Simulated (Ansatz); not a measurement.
Geometry optimisation in Ansatz: input, command and trajectory.

```yaml
crystal:
  lattice:
    - [4.5288198243, 0.0, 0.0]
    - [0.0, 4.5288198243, 0.0]
    - [0.0, 0.0, 3.1798360805]
  atoms:
    - { symbol: Ir, position: [0.0, 0.0, 0.0] }
    - { symbol: Ir, position: [0.5, 0.5, 0.5] }
    - { symbol: O, position: [0.3084157491, 0.3084157491, 0.0] }
    - { symbol: O, position: [0.1915842509, 0.8084157491, 0.5] }
    - { symbol: O, position: [0.6915842509, 0.6915842509, 0.0] }
    - { symbol: O, position: [0.8084157491, 0.1915842509, 0.5] }
basis:
  ecutwfc: 420
kpoints:
  mp_grid: { grid: [8, 8, 12] }
hamiltonian:
  xc: pbe
  dispersion: d3bj
scf:
  occupations: { method: gaussian, width: 0.1 }
output:
  forces: true
  stress: true
  eigenvalues: true
  write_density: true
  write_potential: true
  elf: true
  volumetric_format: npy
relax:
  adjacent_minimum: "off"
  f_tol: 0.005
  max_steps: 50
  cell: { stress_tol: 0.05 }
```

```bash
ansatz run input.yaml --threads 2 --pin off --max-ram 5120MiB --backend cpu --events-out ev --progress --plain --runs-dir out
```

These are results of DFT PBE+D3(BJ), scalar-relativistic, plane waves, PAW (Ansatz), not measurements.

Of 6 frames 5 are shown, positions in Å and forces in eV/Å; the SCF threshold varies from step to step. Steps run on the plane waves of an earlier cell, with a Pulay correction in the pressure. The basis is chosen afresh for the last frame, the zero of the energies, and at times for earlier ones too; energy and pressure step there, also at an unchanged geometry.

```xyz
6
Lattice="4.5288 0.0000 0.0000 0.0000 4.5288 0.0000 0.0000 0.0000 3.1798" Properties=species:S:1:pos:R:3:forces:R:3 pbc="T T T" step=1 free_energy_over_end_meV_per_atom=1.75 pressure_GPa=-3.68
Ir    0.0000    0.0000    0.0000    0.0000    0.0000    0.0000
Ir    2.2644    2.2644    1.5899    0.0000    0.0000    0.0000
O     1.3968    1.3968    0.0000   -0.0037   -0.0037    0.0000
O     0.8677    3.6612    1.5899    0.0037   -0.0037    0.0000
O     3.1321    3.1321    0.0000    0.0037    0.0037    0.0000
O     3.6612    0.8677    1.5899   -0.0037    0.0037    0.0000
6
Lattice="4.5041 0.0000 0.0000 0.0000 4.5041 0.0000 0.0000 0.0000 3.1728" Properties=species:S:1:pos:R:3:forces:R:3 pbc="T T T" step=2 free_energy_over_end_meV_per_atom=-0.63 pressure_GPa=-0.11
Ir    0.0000    0.0000    0.0000    0.0000    0.0000    0.0000
Ir    2.2521    2.2521    1.5864    0.0000    0.0000    0.0000
O     1.3899    1.3899    0.0000   -0.0088   -0.0088    0.0000
O     0.8622    3.6420    1.5864    0.0088   -0.0088    0.0000
O     3.1142    3.1142    0.0000    0.0088    0.0088    0.0000
O     3.6420    0.8622    1.5864   -0.0088    0.0088    0.0000
6
Lattice="4.5039 0.0000 0.0000 0.0000 4.5039 0.0000 0.0000 0.0000 3.1719" Properties=species:S:1:pos:R:3:forces:R:3 pbc="T T T" step=3 free_energy_over_end_meV_per_atom=-0.65 pressure_GPa=0.01
Ir    0.0000    0.0000    0.0000    0.0000    0.0000    0.0000
Ir    2.2520    2.2520    1.5859    0.0000    0.0000    0.0000
O     1.3895    1.3895    0.0000   -0.0016   -0.0016    0.0000
O     0.8624    3.6415    1.5859    0.0016   -0.0016    0.0000
O     3.1144    3.1144    0.0000    0.0016    0.0016    0.0000
O     3.6415    0.8624    1.5859   -0.0016    0.0016    0.0000
6
Lattice="4.5039 0.0000 0.0000 0.0000 4.5039 0.0000 0.0000 0.0000 3.1719" Properties=species:S:1:pos:R:3:forces:R:3 pbc="T T T" step=4 free_energy_over_end_meV_per_atom=0.00 pressure_GPa=-0.09
Ir    0.0000    0.0000    0.0000    0.0000    0.0000    0.0000
Ir    2.2520    2.2520    1.5859    0.0000    0.0000    0.0000
O     1.3895    1.3895    0.0000   -0.0016   -0.0016    0.0000
O     0.8624    3.6415    1.5859    0.0016   -0.0016    0.0000
O     3.1144    3.1144    0.0000    0.0016    0.0016    0.0000
O     3.6415    0.8624    1.5859   -0.0016    0.0016    0.0000
6
Lattice="4.5028 0.0000 0.0000 0.0000 4.5028 0.0000 0.0000 0.0000 3.1721" Properties=species:S:1:pos:R:3:forces:R:3 pbc="T T T" step=6 free_energy_over_end_meV_per_atom=0.00 pressure_GPa=0.00
Ir    0.0000    0.0000    0.0000    0.0000    0.0000    0.0000
Ir    2.2514    2.2514    1.5861    0.0000    0.0000    0.0000
O     1.3892    1.3892    0.0000    0.0001    0.0001    0.0000
O     0.8622    3.6406    1.5861   -0.0001    0.0001    0.0000
O     3.1136    3.1136    0.0000   -0.0001   -0.0001    0.0000
O     3.6406    0.8622    1.5861    0.0001   -0.0001    0.0000
```

The run took 28 s on 2 threads of Intel(R) Xeon(R) Platinum 8488C (Sapphire Rapids) (shared host), peak memory 0.55 GiB.

Spin–orbit coupling is left out, which can shift energies with elements as heavy as these.